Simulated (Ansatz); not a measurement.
# NiO: two electronic states of one cell

Aim: solve NiO (a strained cell with displaced atoms) from each of its saved states, at one geometry and mesh, and see which is lowest and how they differ.

Program: Ansatz 0.2.0. Level of theory: DFT, r2SCAN, with U_eff = 6.49 eV on Ni d, spin-orbit coupling, plane waves, PAW. These are calculated values, not measurements.

## 1. The cell

Cell: a = 4.994 Å, b = 2.914 Å, c = 2.918 Å, α = 60.22°, β = 75.66°, γ = 90.23°. Nearest neighbours (Å): Ni1: 6 O at 1.81 to 2.27; Ni2: 6 O at 1.97 to 2.21; O3: 6 Ni at 1.81 to 2.21; O4: 6 Ni at 1.97 to 2.27.

Structure file:

```xyz
4
Lattice="-2.1084 4.0143 2.0939 2.0614 -0.0065 2.0599 2.0997 2.0252 -0.0449" Properties=species:S:1:pos:R:3 pbc="T T T"
Ni    1.9999    0.0832    2.0650
Ni   -0.0091    2.0730    2.1216
O     2.0639    1.8868    2.1358
O     0.0994    4.0350    1.9957
```

The states: A, Ni1 along (0.72, 0.69, -0.02), Ni2 along (0.72, 0.69, -0.02) (spin-orbit spin); B, Ni1 along (0.72, 0.69, -0.02), Ni2 along (-0.72, -0.69, 0.02) (spin-orbit spin). Each run reads its own saved solution as saved_state.

## 2. State A: the run

The input, input.yaml:

```yaml
crystal:
  lattice:
    - [-2.108442, 4.014321, 2.09395]
    - [2.06139, -0.006522, 2.059942]
    - [2.099741, 2.025246, -0.044873]
  atoms:
    - { symbol: Ni, position: [0.019085, 0.983182, 0.0064], spin: 2, spin_axis: [0.71967, 0.69414, -0.01538] }
    - { symbol: Ni, position: [0.512244, 0.509462, 0.009865], spin: 2, spin_axis: [0.71967, 0.69414, -0.01538] }
    - { symbol: O, position: [0.245648, 0.796865, 0.4473] }
    - { symbol: O, position: [0.73003, 0.238637, 0.546122] }
kpoints:
  mp_grid: { grid: [4, 7, 7], shift: [0.0, 0.0, 0.5] }
magnetization:
  noncollinear: true
  spin_orbit: true
scf:
  occupations: { method: fermi_dirac }
  lower_state_search: "off"
  max_iter: 200
hamiltonian:
  pseudopotentials: { kind: paw_fr }
  xc: r2scan
  hubbard:
    projectors: all-electron-ortho-atomic
    sites: [{ species: Ni, l: d, u_eff: 6.49 }]
basis:
  ecutwfc: 500
  fft_grid_basis: typed
output:
  forces: true
  stress: true
  eigenvalues: true
  bader: true
  populations: true
  elf: true
  write_potential: true
  volumetric_format: npy
  dos:
    e_range: [-12, 8]
    de: 0.05
    projected: { site_lists: { Ni: [Ni], O: [O] } }
    method: { smearing: { sigma: 0.1, scheme: gaussian } }
checkpoint:
  read: saved_state
```

## 4. State B: the run

Changes to input.yaml since step 2:

```diff
@@ -7,3 +7,3 @@
     - { symbol: Ni, position: [0.019085, 0.983182, 0.0064], spin: 2, spin_axis: [0.71967, 0.69414, -0.01538] }
-    - { symbol: Ni, position: [0.512244, 0.509462, 0.009865], spin: 2, spin_axis: [0.71967, 0.69414, -0.01538] }
+    - { symbol: Ni, position: [0.512244, 0.509462, 0.009865], spin: -2, spin_axis: [0.71967, 0.69414, -0.01538] }
     - { symbol: O, position: [0.245648, 0.796865, 0.4473] }
```

(Steps that only read results are left out.)

Before running it: what results should come out? Wanted: for each run, free energy; largest site moment; size of the net moment; gap; pressure; largest force.

**Answer**, as computed:

| state | free energy (meV/atom) | largest site moment (μB) | size of the net moment (μB/cell) | gap (eV) | pressure (GPa) | largest force (eV/Å) | SCF cycles |
| --- | --- | --- | --- | --- | --- | --- | --- |
| A | 27.3 | 1.79 | 4.00 | 3.54 | 23.2 | 3.22 | 11 |
| B | 0.0 | 1.71 | 0.00 | 3.79 | 21.4 | 3.32 | 12 |

What this shows: State B lies lowest, 27.3 meV per atom under state A. The atoms are far from rest (forces to 3.3 eV/Å), so order and character hold for this geometry alone. At the same volume their pressures differ by 1.8 GPa. Every run converged, so convergence alone does not show that a state is the lowest.

Keep in mind: gaps of Fe, Co and Ni magnets can come out low on these datasets.
